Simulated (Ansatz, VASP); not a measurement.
This is a calculation of PbO2 for Ansatz 0.2.0.

File input.yaml:

```yaml
crystal:
  lattice:
    - [0.0, 2.7375486038, 2.7375486038]
    - [2.7375486038, 0.0, 2.7375486038]
    - [2.7375486038, 2.7375486038, 0.0]
  atoms:
    - { symbol: Pb, position: [0.0, 0.0, 0.0] }
    - { symbol: O, position: [0.75, 0.75, 0.75] }
    - { symbol: O, position: [0.25, 0.25, 0.25] }
hamiltonian:
  xc: lda
  pseudopotentials: { kind: paw }
kpoints:
  mp_grid: { grid: [9, 9, 9] }
scf:
  occupations: { method: fermi_dirac, width: 0.05 }
output:
  forces: true
  stress: true
  eigenvalues: true
```

Potentials or basis: Ansatz PAW.

Launch:

```bash
$ ansatz run input.yaml --threads 2 --pin off --max-ram 5632MiB --backend cpu --events-out ev --progress --plain --runs-dir out
```

Q: Set up the same calculation for VASP 6.6.1. Potentials there: VASP PAW LDA potentials, release 64 (Pb_d, O).

A: As run (the cutoff follows the program's own potentials):

INCAR

```
PREC = Accurate ; ENCUT = 520
EDIFF = 1E-6 ; ISMEAR = -1
SIGMA = 0.05 ; LREAL = F
LASPH = T ; NELM = 100
ALGO = Normal ; ISIF = 2
LWAVE = F ; LCHARG = F
NBANDS = 20
```

Contents of KPOINTS:

```
regular mesh
0
Gamma
  9 9 9
```

The input POSCAR:

```
PbO2
1.0
    0.0000000000      2.7375486038      2.7375486038
    2.7375486038      0.0000000000      2.7375486038
    2.7375486038      2.7375486038      0.0000000000
Pb O
1 2
Direct
    0.0000000000      0.0000000000      0.0000000000
    0.7500000000      0.7500000000      0.7500000000
    0.2500000000      0.2500000000      0.2500000000
```

Potentials or basis: VASP PAW LDA potentials, release 64 (Pb_d, O).

Run with:

```sh
$ cat potpaw_LDA.64/Pb_d/POTCAR potpaw_LDA.64/O/POTCAR > POTCAR
$ mpirun -np 1 vasp_std > vasp.out
```

Both were run:

|  | VASP | Ansatz | Ansatz less VASP |
| --- | --- | --- | --- |
| gap on the k mesh at the Fermi level (eV) | none | none | - |
| pressure (GPa) | -14.0 | -14.2 | -0.16 |

A gap of «none» marks a metal or a gap that the smearing closes.

Caveats: the pressure holds a Pulay correction of +0.8 GPa for the finite cutoff (Ansatz); the PAW data sets come from PBE, with cores solved anew for the run's functional, which leaves a small shift of forces and pressure (Ansatz). Spin-orbit coupling is left out, which matters for the levels of Pb.
